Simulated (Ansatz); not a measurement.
## Electrons against holes in AgCl — Ansatz, plane waves and PAW

Space group Fm-3m (No. 225), 2 atoms in the cell of the first input below: a = 3.922 Å, b = 3.922 Å, c = 3.922 Å, α = 60.00°, β = 60.00°, γ = 60.00°.

The structure is a measured one, not always of the ambient phase, taken without relaxation (pressure -2.6 GPa with this functional, without spin–orbit coupling). Functional: PBEsol.

Spin–orbit coupling is left out. Kohn–Sham gap between the band edges found on a fine mesh: 0.73 eV.

Levels at points 0.012 Å⁻¹ about the band edges give the masses:

```yaml
crystal:
  lattice:
    - [0.0, 2.7731489427, 2.7731489427]
    - [2.7731489427, 0.0, 2.7731489427]
    - [2.7731489427, 2.7731489427, 0.0]
  atoms:
    - { symbol: Ag, position: [0.5, 0.5, 0.5] }
    - { symbol: Cl, position: [0.0, 0.0, 0.0] }
basis:
  ecutwfc: 420
  ecutrho_ratio: 4
kpoints:
  mp_grid: { grid: [10, 10, 10] }
hamiltonian:
  xc: pbesol
scf:
  occupations: { method: gaussian, width: 0.05 }
output:
  forces: true
  stress: true
  eigenvalues: true
  eigenstates:
    kpoints:
      - [0.0, 0.0, -0.5]
      - [0.0, 0.005296324, -0.494703676]
      - [0.0, -0.005296324, -0.505296324]
      - [0.005296324, 0.0, -0.494703676]
      - [-0.005296324, 0.0, -0.505296324]
      - [0.005296324, 0.005296324, -0.5]
      - [-0.005296324, -0.005296324, -0.5]
      - [0.003745067, 0.003745067, -0.492509866]
      - [-0.003745067, -0.003745067, -0.507490134]
      - [0.003745067, 0.007490134, -0.496254933]
      - [-0.003745067, -0.007490134, -0.503745067]
      - [0.007490134, 0.003745067, -0.496254933]
      - [-0.007490134, -0.003745067, -0.503745067]
      - [0.006115669, 0.006115669, -0.493884331]
      - [-0.006115669, -0.006115669, -0.506115669]
      - [0.0, 0.0, 0.0]
      - [0.0, 0.005296324, 0.005296324]
      - [0.0, -0.005296324, -0.005296324]
      - [0.005296324, 0.0, 0.005296324]
      - [-0.005296324, 0.0, -0.005296324]
      - [0.005296324, 0.005296324, 0.0]
      - [-0.005296324, -0.005296324, 0.0]
      - [0.003745067, 0.003745067, 0.007490134]
      - [-0.003745067, -0.003745067, -0.007490134]
      - [0.003745067, 0.007490134, 0.003745067]
      - [-0.003745067, -0.007490134, -0.003745067]
      - [0.007490134, 0.003745067, 0.003745067]
      - [-0.007490134, -0.003745067, -0.003745067]
      - [0.006115669, 0.006115669, 0.006115669]
      - [-0.006115669, -0.006115669, -0.006115669]
    de_dk: true
    e_range: [-0.9698138340584, 0.9627793430085]
```

```bash
ansatz run input.yaml --threads 4 --pin off --max-ram 9216MiB --backend cpu --events-out ev --progress --plain --runs-dir out
```

Time: 0.54 s on 4 threads of AMD EPYC 9R45 96-Core Processor (Zen 5), on a shared host, peak memory 0.39 GiB.

Edges at k = (0.000, 0.000, -0.500) and (0.000, 0.000, 0.000); masses in electron masses along fixed Cartesian directions (which need not be the axes of a valley), negative for hole-like bands, for at most the three nearest levels of the same spin at these k-points, within 0.3 eV:

```tsv
edge	band	from the edge (meV)	degeneracy	x	y	z	111
valence	1	0	2	-6.3	-6.3	-6.3	-0.727
valence	2	0	2	-0.357	-0.357	-0.357	-0.532
conduction	1	0	1	0.255	0.255	0.255	0.255
```

These curvatures agree with the slopes at the same points. They hold at the edge alone, and further out the bands need not be parabolic. Degenerate bands can be warped: each is named by its order in energy along a direction and has no mass tensor of its own.

The states of the whole zone with their velocity products:

```yaml
crystal:
  lattice:
    - [0.0, 2.7731489427, 2.7731489427]
    - [2.7731489427, 0.0, 2.7731489427]
    - [2.7731489427, 2.7731489427, 0.0]
  atoms:
    - { symbol: Ag, position: [0.5, 0.5, 0.5] }
    - { symbol: Cl, position: [0.0, 0.0, 0.0] }
basis:
  ecutwfc: 420
  ecutrho_ratio: 4
kpoints:
  mp_grid: { grid: [10, 10, 10] }
hamiltonian:
  xc: pbesol
scf:
  occupations: { method: gaussian, width: 0.05 }
output:
  forces: true
  stress: true
  eigenvalues: true
  states_by_energy: { minimum_broadening: 0.025 }
```

```bash
ansatz run input.yaml --threads 4 --pin off --max-ram 9216MiB --backend cpu --events-out ev --progress --plain --runs-dir out
```

Time: 52 s on 4 threads of AMD EPYC 9R45 96-Core Processor (Zen 5), with other jobs on the host, peak memory 1.1 GiB.

From that table, at a constant relaxation time τ with Fermi–Dirac weights and rigid bands:

| T (K) | doping (cm⁻³) | μ − E_F (eV) | σ_xx/τ (10²⁰/Ω m s) | S_xx (μV/K) | Lorenz (10⁻⁸ V²/K²) | ħω_p,xx (eV) |
| --- | --- | --- | --- | --- | --- | --- |
| 300 | n 1e19 | 0.417 | 0.0106 | -141 | 2.04 | 0.228 |
| 300 | p 1e19 | -0.274 | 0.00347 | 544 | 1.81 | 0.130 |
| 300 | n 1e20 | 0.649 | 0.0972 | -37 | 2.38 | 0.690 |
| 300 | p 1e20 | -0.335 | 0.0347 | 347 | 1.82 | 0.412 |
| 300 | n 1e21 | 1.483 | 0.704 | -9 | 2.44 | 1.856 |
| 300 | p 1e21 | -0.412 | 0.344 | 163 | 1.84 | 1.298 |
| 600 | n 1e19 | 0.383 | 0.0103 | -219 | 1.92 | 0.225 |
| 600 | p 1e19 | -0.122 | 0.00337 | 619 | 1.58 | 0.128 |
| 600 | n 1e20 | 0.641 | 0.0962 | -73 | 2.24 | 0.686 |
| 600 | p 1e20 | -0.243 | 0.0336 | 422 | 1.52 | 0.406 |
| 600 | n 1e21 | 1.480 | 0.702 | -19 | 2.43 | 1.854 |
| 600 | p 1e21 | -0.375 | 0.334 | 226 | 1.57 | 1.278 |

A solid of this composition melts, sublimes or decomposes by about 730 K (handbook value), so the run's rows at 900 K, above that, are left out.

Task: Which of the dopings listed at 300 K has the largest power factor S²σ/τ along x?

Result: n 1e19: 0.21, p 1e19: 1, n 1e20: 0.13, p 1e20: 4.2, n 1e21: 0.062, p 1e21: 9.2 (10¹¹ W/m K² s), so p 1e21 cm⁻³, if τ is the same for all.

Task: What conductivity mass along x follows from the plasma energy at 1e19 electrons per cm³ and 300 K, and how does it compare with the band-edge mass?

Result: (ħω_p)² = ħ² n e²/(ε0 m) gives m = 0.266, against 0.255 at the edge: the two agree within a tenth.

Caveats: changes of phase at these temperatures weren't checked; no scattering is computed, and the gap isn't corrected.
